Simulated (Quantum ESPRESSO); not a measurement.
# Al2Pt (Fm-3m) in Quantum ESPRESSO: further runs

Runs on Al2Pt. Level: r2SCAN. Tasks: single point, equation of state.

Everything below comes from runs of Quantum ESPRESSO 7.5. Logs are shortened: lines on timing, memory, paths and dates and some standing lists are left out, and cuts for length are marked.

## 1. The structure

Symmetry: Fm-3m, No. 225, cubic system. The conventional cell has a = 5.910 Å, b = 5.910 Å, c = 5.910 Å, α = 90.00°, β = 90.00°, γ = 90.00°. Around Pt (site symmetry m-3m) lie 8 Al at 2.56 Å. Al (site symmetry -43m) is surrounded by 4 Pt at 2.56 Å.

## 2. Single point, r2SCAN, 16.17 Å³/atom

File pw.in:

```
&CONTROL
  calculation = 'scf'
  prefix = 'pwscf'
  outdir = './tmp'
  pseudo_dir = './pseudo'
  tprnfor = .true.
  tstress = .true.
  disk_io = 'nowf'
/
&SYSTEM
  ibrav = 0
  nat = 3
  ntyp = 2
  ecutwfc = 75
  nbnd = 28
  input_dft = 'r2scan'
  occupations = 'smearing'
  smearing = 'fd'
  degauss = 0.00367493
  nosym = .true.
  nr1 = 48
  nr2 = 48
  nr3 = 48
/
&ELECTRONS
  conv_thr = 1d-08
  electron_maxstep = 120
  mixing_beta = 0.5
/
ATOMIC_SPECIES
Pt   195.0840 Pt_ONCV_PBE-1.2.upf
Al    26.9815 Al_ONCV_PBE-1.2.upf
CELL_PARAMETERS angstrom
   0.0000000000    2.8946769513    2.8946769513
   2.8946769513    0.0000000000    2.8946769513
   2.8946769513    2.8946769513    0.0000000000
ATOMIC_POSITIONS crystal
Pt     0.0000000000    0.0000000000    0.0000000000
Al     0.7500000000    0.7500000000    0.7500000000
Al     0.2500000000    0.2500000000    0.2500000000
K_POINTS automatic
5 5 5 0 0 0
```

Potentials or basis: SG15 PBE 1.2.

On the command line:

```sh
OMP_NUM_THREADS=1 mpirun -n 2 pw.x -nk 2 -in pw.in > pw.out
```

pw.out:

```text
This program is part of the open-source Quantum ESPRESSO suite
     for quantum simulation of materials; please cite
         "P. Giannozzi et al., J. Phys.:Condens. Matter 21 395502 (2009);
         "P. Giannozzi et al., J. Phys.:Condens. Matter 29 465901 (2017);
         "P. Giannozzi et al., J. Chem. Phys. 152 154105 (2020);
     in publications or presentations arising from this work. More details at

     IMPORTANT: XC functional enforced from input :
     Exchange-correlation= R2SCAN
                           (   0   0   0   0   0 497 498)
     Any further DFT definition will be discarded
     Please, verify this is what you really want

     K-points division:     npool     =       2
     Subspace diagonalization in iterative solution of the eigenvalue problem:
     a serial algorithm will be used

     G-vector sticks info
     --------------------
     sticks:   dense  smooth     PW     G-vecs:    dense   smooth      PW
     Sum        1237    1237    367                28763    28763    4645

     Using Slab Decomposition

     bravais-lattice index     =            0
     lattice parameter (alat)  =       7.7360  a.u.
     unit-cell volume          =     327.3610 (a.u.)^3
     number of atoms/cell      =            3
     number of atomic types    =            2
     number of electrons       =        40.00
     number of Kohn-Sham states=           28
     kinetic-energy cutoff     =      75.0000  Ry
     charge density cutoff     =     300.0000  Ry
     scf convergence threshold =      1.0E-08
     mixing beta               =       0.5000
     number of iterations used =            8  plain     mixing
     Exchange-correlation= R2SCAN
                           (   0   0   0   0   0 497 498)

     celldm(1)=   7.735956  celldm(2)=   0.000000  celldm(3)=   0.000000
     celldm(4)=   0.000000  celldm(5)=   0.000000  celldm(6)=   0.000000

     crystal axes: (cart. coord. in units of alat)
               a(1) = (   0.000000   0.707107   0.707107 )
               a(2) = (   0.707107   0.000000   0.707107 )
               a(3) = (   0.707107   0.707107   0.000000 )

     reciprocal axes: (cart. coord. in units 2 pi/alat)
               b(1) = ( -0.707107  0.707107  0.707107 )
               b(2) = (  0.707107 -0.707107  0.707107 )
               b(3) = (  0.707107  0.707107 -0.707107 )

     PseudoPot. # 1 for Pt read from file:
     Pt_ONCV_PBE-1.2.upf
     Pseudo is Norm-conserving, Zval = 18.0
     Generated using ONCVPSP code by D. R. Hamann
     Using radial grid of  602 points,  8 beta functions with:
                l(1) =   0
                l(2) =   0
                l(3) =   1
                l(4) =   1
                l(5) =   2
                l(6) =   2
                l(7) =   3
                l(8) =   3

     PseudoPot. # 2 for Al read from file:
     Al_ONCV_PBE-1.2.upf
     Pseudo is Norm-conserving, Zval = 11.0
     Generated using ONCVPSP code by D. R. Hamann
     Using radial grid of  602 points,  4 beta functions with:
                l(1) =   0
                l(2) =   0
                l(3) =   1
                l(4) =   1

     atomic species   valence    mass     pseudopotential
     Pt               18.00   195.08400     Pt( 1.00)
     Al               11.00    26.98150     Al( 1.00)

     No symmetry found

   Cartesian axes

     site n.     atom                  positions (alat units)
         1        Pt     tau(   1) = (   0.0000000   0.0000000   0.0000000  )
         2        Al     tau(   2) = (   1.0606602   1.0606602   1.0606602  )
         3        Al     tau(   3) = (   0.3535534   0.3535534   0.3535534  )

     number of k points=    63  Fermi-Dirac smearing, width (Ry)=  0.0037
                       cart. coord. in units 2pi/alat
        k(    1) = (   0.0000000   0.0000000   0.0000000), wk =   0.0160000
        k(    2) = (   0.1414214   0.1414214  -0.1414214), wk =   0.0320000
        k(    3) = (   0.2828427   0.2828427  -0.2828427), wk =   0.0320000
        k(    4) = (   0.1414214  -0.1414214   0.1414214), wk =   0.0320000
        k(    5) = (   0.2828427  -0.0000000   0.0000000), wk =   0.0320000
        k(    6) = (   0.4242641   0.1414214  -0.1414214), wk =   0.0320000
[... 55 lines left out ...]
        k(   62) = (  -0.7071068   0.1414214   0.4242641), wk =   0.0320000
        k(   63) = (  -0.5656854   0.2828427   0.2828427), wk =   0.0320000

     Dense  grid:    28763 G-vectors     FFT dimensions: (  48,  48,  48)

     WARNING: libxc functional with ID  497 depends
      on external parameters: check the user_guide of
      QE if you need to modify them or to check their
      default values.

     WARNING: libxc functional with ID  498 depends
      on external parameters: check the user_guide of
      QE if you need to modify them or to check their
      default values.

     Initial potential from superposition of free atoms

     starting charge      39.8100, renormalised to      40.0000
     Starting wfcs are random

     Self-consistent Calculation

     iteration #  1     ecut=    75.00 Ry     beta= 0.50
     Davidson diagonalization with overlap
     ethr =  1.00E-02,  avg # of iterations =  8.8

     total energy              =    -519.70583521 Ry
     estimated scf accuracy    <      79.02962774 Ry

     iteration #  2     ecut=    75.00 Ry     beta= 0.50
     Davidson diagonalization with overlap
     ethr =  1.00E-02,  avg # of iterations =  1.0
[... 50 lines left out ...]
     total energy              =    -519.80264123 Ry
     estimated scf accuracy    <       0.00000002 Ry

     iteration # 10     ecut=    75.00 Ry     beta= 0.50
     Davidson diagonalization with overlap
     ethr =  4.19E-11,  avg # of iterations =  1.6

     End of self-consistent calculation

          k = 0.0000 0.0000 0.0000 (  3647 PWs)   bands (ev):

   -92.4323 -92.4298 -87.6351 -51.6341 -51.6341 -51.6341 -51.6249 -51.6249
   -51.6249 -40.6883 -40.6883 -40.6883   3.0789   8.7055   8.7055   8.7055
    10.1871  10.1871  18.3391  18.3391  18.3391  18.5676  20.6406  20.6406
    20.6406  21.5917  21.5917  21.5917

          k = 0.1414 0.1414-0.1414 (  3602 PWs)   bands (ev):

   -92.4321 -92.4300 -87.6351 -51.6334 -51.6332 -51.6332 -51.6258 -51.6258
   -51.6256 -40.6898 -40.6884 -40.6884   3.6816   8.4276   8.8831   8.8831
    10.1552  10.1552  14.4759  17.2642  17.2642  19.0210  20.7749  20.7749
    20.8386  21.8981  21.8981  22.6481

          k = 0.2828 0.2828-0.2828 (  3609 PWs)   bands (ev):

   -92.4314 -92.4306 -87.6352 -51.6311 -51.6310 -51.6310 -51.6281 -51.6281
   -51.6279 -40.6923 -40.6887 -40.6887   5.1864   7.9090   9.0437   9.0437
    10.3863  10.3863  10.8507  15.7051  15.7051  18.9052  20.3038  20.3038
    20.8572  24.2207  24.2207  25.0654

          k = 0.1414-0.1414 0.1414 (  3602 PWs)   bands (ev):

   -92.4321 -92.4300 -87.6351 -51.6334 -51.6332 -51.6332 -51.6258 -51.6258
   -51.6256 -40.6898 -40.6884 -40.6884   3.6816   8.4276   8.8831   8.8831
    10.1552  10.1552  14.4759  17.2642  17.2642  19.0210  20.7749  20.7749
    20.8386  21.8981  21.8981  22.6481

          k = 0.2828-0.0000 0.0000 (  3603 PWs)   bands (ev):

   -92.4320 -92.4300 -87.6351 -51.6346 -51.6346 -51.6301 -51.6287 -51.6245
   -51.6245 -40.6900 -40.6887 -40.6887   3.8934   8.3103   9.0220   9.0220
     9.7869  10.3848  15.5233  15.6693  15.6693  18.4417  19.0593  22.3406
    22.4129  22.4129  23.9961  24.0005

          k = 0.4243 0.1414-0.1414 (  3579 PWs)   bands (ev):

   -92.4315 -92.4304 -87.6352 -51.6341 -51.6341 -51.6320 -51.6269 -51.6251
   -51.6251 -40.6918 -40.6893 -40.6889   5.1930   7.9543   9.0535   9.3087
     9.9754  10.5512  11.6218  14.4985  14.6685  18.4603  20.2255  21.5929
    22.3113  22.9620  25.7097  26.1615

          k =-0.1414-0.4243 0.4243 (  3605 PWs)   bands (ev):

   -92.4311 -92.4309 -87.6352 -51.6345 -51.6318 -51.6315 -51.6277 -51.6274
   -51.6245 -40.6921 -40.6899 -40.6889   6.1345   7.7902   8.8721   9.3888
     9.8522  10.2720  10.9410  13.4082  14.9312  18.4799  20.8680  21.7010
    22.2274  24.2431  24.6194  25.1377
[... 50 lines left out ...]
          k =-0.0000 0.2828 0.0000 (  3603 PWs)   bands (ev):

   -92.4320 -92.4300 -87.6351 -51.6346 -51.6346 -51.6301 -51.6287 -51.6245
   -51.6245 -40.6900 -40.6887 -40.6887   3.8934   8.3103   9.0220   9.0220
     9.7869  10.3848  15.5233  15.6693  15.6693  18.4417  19.0593  22.3404
    22.4129  22.4129  23.9771  24.0005

          k = 0.1414 0.4243-0.1414 (  3579 PWs)   bands (ev):

   -92.4315 -92.4304 -87.6352 -51.6341 -51.6341 -51.6320 -51.6269 -51.6251
   -51.6251 -40.6918 -40.6893 -40.6889   5.1930   7.9543   9.0535   9.3087
     9.9754  10.5512  11.6218  14.4985  14.6685  18.4603  20.2255  21.5929
    22.3113  22.9620  25.7097  26.1615

          k =-0.4243-0.1414 0.4243 (  3605 PWs)   bands (ev):

   -92.4311 -92.4309 -87.6352 -51.6345 -51.6318 -51.6315 -51.6277 -51.6274
   -51.6245 -40.6921 -40.6899 -40.6889   6.1345   7.7902   8.8721   9.3888
     9.8522  10.2720  10.9410  13.4082  14.9312  18.4799  20.8680  21.7010
    22.2274  24.2431  24.6194  25.1377
[... 120 lines left out ...]
          k =-0.1414 0.4243-0.1414 (  3579 PWs)   bands (ev):

   -92.4315 -92.4304 -87.6352 -51.6341 -51.6341 -51.6320 -51.6269 -51.6251
   -51.6251 -40.6918 -40.6893 -40.6889   5.1930   7.9543   9.0535   9.3087
     9.9754  10.5512  11.6218  14.4985  14.6685  18.4603  20.2255  21.5929
    22.3113  22.9620  25.7098  26.1622

          k = 0.0000 0.5657-0.2828 (  3591 PWs)   bands (ev):

   -92.4312 -92.4308 -87.6352 -51.6358 -51.6347 -51.6314 -51.6279 -51.6242
   -51.6234 -40.6918 -40.6905 -40.6892   6.6797   7.8057   8.7291   9.4560
     9.9013  10.2681  11.3330  12.1139  13.9018  19.8117  19.8385  20.9337
    23.0114  24.5561  26.5744  27.0973

          k =-0.5657-0.0000 0.2828 (  3591 PWs)   bands (ev):

   -92.4312 -92.4308 -87.6352 -51.6358 -51.6347 -51.6314 -51.6279 -51.6242
   -51.6234 -40.6918 -40.6905 -40.6892   6.6797   7.8057   8.7291   9.4560
     9.9013  10.2681  11.3330  12.1139  13.9018  19.8117  19.8385  20.9337
    23.0114  24.5561  26.5744  27.0974
[... 176 lines left out ...]
          k =-0.5657 0.2828 0.2828 (  3605 PWs)   bands (ev):

   -92.4311 -92.4309 -87.6352 -51.6345 -51.6318 -51.6315 -51.6277 -51.6274
   -51.6245 -40.6921 -40.6899 -40.6889   6.1345   7.7902   8.8721   9.3888
     9.8522  10.2720  10.9410  13.4082  14.9312  18.4799  20.8680  21.7010
    22.2274  24.2431  24.6194  25.1377

     the Fermi energy is    14.5120 ev

!    total energy              =    -519.80264123 Ry
     estimated scf accuracy    <          3.5E-10 Ry
     smearing contrib. (-TS)   =      -0.00151232 Ry
     internal energy E=F+TS    =    -519.80112891 Ry

     The total energy is F=E-TS. E is the sum of the following terms:
     one-electron contribution =    -274.07490438 Ry
     hartree contribution      =     128.59111672 Ry
     xc contribution           =     -54.95839173 Ry
     ewald contribution        =    -319.35894952 Ry

     convergence has been achieved in  10 iterations

     Forces acting on atoms (cartesian axes, Ry/au):

     atom    1 type  1   force =     0.00000011    0.00000039    0.00000000
     atom    2 type  2   force =    -0.00000020    0.00000002    0.00000040
     atom    3 type  2   force =     0.00000009   -0.00000041   -0.00000041

     Total force =     0.000001     Total SCF correction =     0.000002
     SCF correction compared to forces is large: reduce conv_thr to get better values

     Computing stress (Cartesian axis) and pressure

          total   stress  (Ry/bohr**3)                   (kbar)     P=      104.50
   0.00071037  -0.00000000   0.00000000          104.50       -0.00        0.00
  -0.00000000   0.00071037  -0.00000000           -0.00      104.50       -0.00
   0.00000000  -0.00000000   0.00071037            0.00       -0.00      104.50

=------------------------------------------------------------------------------=
   JOB DONE.
=------------------------------------------------------------------------------=
```

It took 3.9 min on 2 MPI ranks of Arm Neoverse V1, shared host; peak memory 0.28 GiB.

What came out:

| Quantity | Value |
| --- | --- |
| Free energy | -7072.2752 eV |
| Pressure | 10.4 GPa |
| Band gap on the k mesh | none (metal or under the smearing width) |

Caveat: the k mesh is coarse (spacing up to 0.38 Å⁻¹), so the values aren't converged; the potentials were made for another functional, which shifts forces and pressure.

## 3. Single point, r2SCAN, 16.51 Å³/atom

pw.in: that of step 2 with these lines changed.

```diff
@@ -33,5 +33,5 @@
 CELL_PARAMETERS angstrom
-   0.0000000000    2.8946769513    2.8946769513
-   2.8946769513    0.0000000000    2.8946769513
-   2.8946769513    2.8946769513    0.0000000000
+   0.0000000000    2.9150626719    2.9150626719
+   2.9150626719    0.0000000000    2.9150626719
+   2.9150626719    2.9150626719    0.0000000000
 ATOMIC_POSITIONS crystal
```

Potentials or basis: SG15 PBE 1.2.

On the command line:

```sh
OMP_NUM_THREADS=1 mpirun -n 2 pw.x -nk 2 -in pw.in > pw.out
```

Run time: 3.6 min. Hardware: 2 MPI ranks of Arm Neoverse V1, shared host; peak memory 0.28 GiB.

The run converged. Its results:

| Item | Value |
| --- | --- |
| Free energy | -7072.3309 eV |
| Pressure | 6.8 GPa |
| Band gap on the k mesh | none (metal or under the smearing width) |

Caveat: the k mesh is coarse (spacing up to 0.37 Å⁻¹), so the values aren't converged; the potentials were made for another functional, which shifts forces and pressure.

## 4. Single point, r2SCAN, 16.86 Å³/atom

pw.in: that of step 3 with these lines changed.

```diff
@@ -33,5 +33,5 @@
 CELL_PARAMETERS angstrom
-   0.0000000000    2.9150626719    2.9150626719
-   2.9150626719    0.0000000000    2.9150626719
-   2.9150626719    2.9150626719    0.0000000000
+   0.0000000000    2.9351671877    2.9351671877
+   2.9351671877    0.0000000000    2.9351671877
+   2.9351671877    2.9351671877    0.0000000000
 ATOMIC_POSITIONS crystal
```

On the command line:

```sh
OMP_NUM_THREADS=1 mpirun -n 2 pw.x -nk 2 -in pw.in > pw.out
```

Run time: 3.9 min. Hardware: 2 MPI ranks of Arm Neoverse V1, shared host; peak memory 0.3 GiB.

The run converged. Its results:

| Item | Value |
| --- | --- |
| Free energy | -7072.3640 eV |
| Pressure | 3.4 GPa |
| Band gap on the k mesh | none (metal or under the smearing width) |

Caveat: the k mesh is coarse (spacing up to 0.37 Å⁻¹), so the values aren't converged; the potentials were made for another functional, which shifts forces and pressure.

## 5. Single point, r2SCAN, 17.20 Å³/atom

pw.in: that of step 4 with these lines changed.

```diff
@@ -33,5 +33,5 @@
 CELL_PARAMETERS angstrom
-   0.0000000000    2.9351671877    2.9351671877
-   2.9351671877    0.0000000000    2.9351671877
-   2.9351671877    2.9351671877    0.0000000000
+   0.0000000000    2.9550000000    2.9550000000
+   2.9550000000    0.0000000000    2.9550000000
+   2.9550000000    2.9550000000    0.0000000000
 ATOMIC_POSITIONS crystal
```

On the command line:

```sh
OMP_NUM_THREADS=1 mpirun -n 2 pw.x -nk 2 -in pw.in > pw.out
```

It took 3.9 min on 2 MPI ranks of Arm Neoverse V1, shared host; peak memory 0.3 GiB.

It converged, with:

```yaml
Free_energy: -7072.3769 eV
Pressure: 0.5 GPa
Band_gap_on_the_k_mesh: none (metal or under the smearing width)
```

Caveat: the k mesh is coarse (spacing up to 0.37 Å⁻¹), so the values aren't converged; the potentials were made for another functional, which shifts forces and pressure.

## 6. Single point, r2SCAN, 17.55 Å³/atom

pw.in: that of step 5 with these lines changed.

```diff
@@ -33,5 +33,5 @@
 CELL_PARAMETERS angstrom
-   0.0000000000    2.9550000000    2.9550000000
-   2.9550000000    0.0000000000    2.9550000000
-   2.9550000000    2.9550000000    0.0000000000
+   0.0000000000    2.9745701068    2.9745701068
+   2.9745701068    0.0000000000    2.9745701068
+   2.9745701068    2.9745701068    0.0000000000
 ATOMIC_POSITIONS crystal
```

Potentials or basis: SG15 PBE 1.2.

On the command line:

```sh
OMP_NUM_THREADS=1 mpirun -n 2 pw.x -nk 2 -in pw.in > pw.out
```

Wall time 3.9 min (2 MPI ranks of Arm Neoverse V1, shared host); peak memory 0.3 GiB.

Results (log left out):

```
Free energy            : -7072.3718 eV
Pressure               : -2.2 GPa
Band gap on the k mesh : none (metal or under the smearing width)
```

Caveat: the k mesh is coarse (spacing up to 0.37 Å⁻¹), so the values aren't converged; the potentials were made for another functional, which shifts forces and pressure.

## 7. Single point, r2SCAN, 17.89 Å³/atom

pw.in: that of step 6 with these lines changed.

```diff
@@ -33,5 +33,5 @@
 CELL_PARAMETERS angstrom
-   0.0000000000    2.9745701068    2.9745701068
-   2.9745701068    0.0000000000    2.9745701068
-   2.9745701068    2.9745701068    0.0000000000
+   0.0000000000    2.9938860383    2.9938860383
+   2.9938860383    0.0000000000    2.9938860383
+   2.9938860383    2.9938860383    0.0000000000
 ATOMIC_POSITIONS crystal
```

On the command line:

```sh
OMP_NUM_THREADS=1 mpirun -n 2 pw.x -nk 2 -in pw.in > pw.out
```

It took 4 min on 2 MPI ranks of Arm Neoverse V1, shared host; peak memory 0.3 GiB.

It converged, with:

* Free energy: -7072.3504 eV
* Pressure: -4.6 GPa
* Band gap on the k mesh: none (metal or under the smearing width)

Caveat: the k mesh is coarse (spacing up to 0.36 Å⁻¹), so the values aren't converged; the potentials were made for another functional, which shifts forces and pressure.

## 8. Single point, r2SCAN, 18.23 Å³/atom

pw.in: that of step 7 with these lines changed.

```diff
@@ -33,5 +33,5 @@
 CELL_PARAMETERS angstrom
-   0.0000000000    2.9938860383    2.9938860383
-   2.9938860383    0.0000000000    2.9938860383
-   2.9938860383    2.9938860383    0.0000000000
+   0.0000000000    3.0129558903    3.0129558903
+   3.0129558903    0.0000000000    3.0129558903
+   3.0129558903    3.0129558903    0.0000000000
 ATOMIC_POSITIONS crystal
```

On the command line:

```sh
OMP_NUM_THREADS=1 mpirun -n 2 pw.x -nk 2 -in pw.in > pw.out
```

It took 3.7 min on 2 MPI ranks of Arm Neoverse V1, shared host; peak memory 0.3 GiB.

It converged, with:

```yaml
Free_energy: -7072.3146 eV
Pressure: -6.7 GPa
Band_gap_on_the_k_mesh: none (metal or under the smearing width)
```

Caveat: the k mesh is coarse (spacing up to 0.36 Å⁻¹), so the values aren't converged; the potentials were made for another functional, which shifts forces and pressure.

## 9. Equation of state, r2SCAN

Potentials or basis: SG15 PBE 1.2.

No new run: the results of the series are fitted here.

Results:

```
Equilibrium volume                      : 17.27 Å³/atom
Bulk modulus                            : 138 GPa
Pressure derivative of the bulk modulus : 4.6
```

Energy against volume, from the lowest point:
```tsv
volume (Å³/atom)	energy (meV/atom)
16.170	33.91
16.514	15.35
16.858	4.30
17.202	0.00
17.546	1.72
17.890	8.84
18.234	20.77
```

Caveat: the k mesh is coarse (spacing up to 0.37 Å⁻¹), so the values aren't converged; the potentials were made for another functional, which shifts forces and pressure. Spin-orbit coupling is left out, which matters for the levels of Pt.
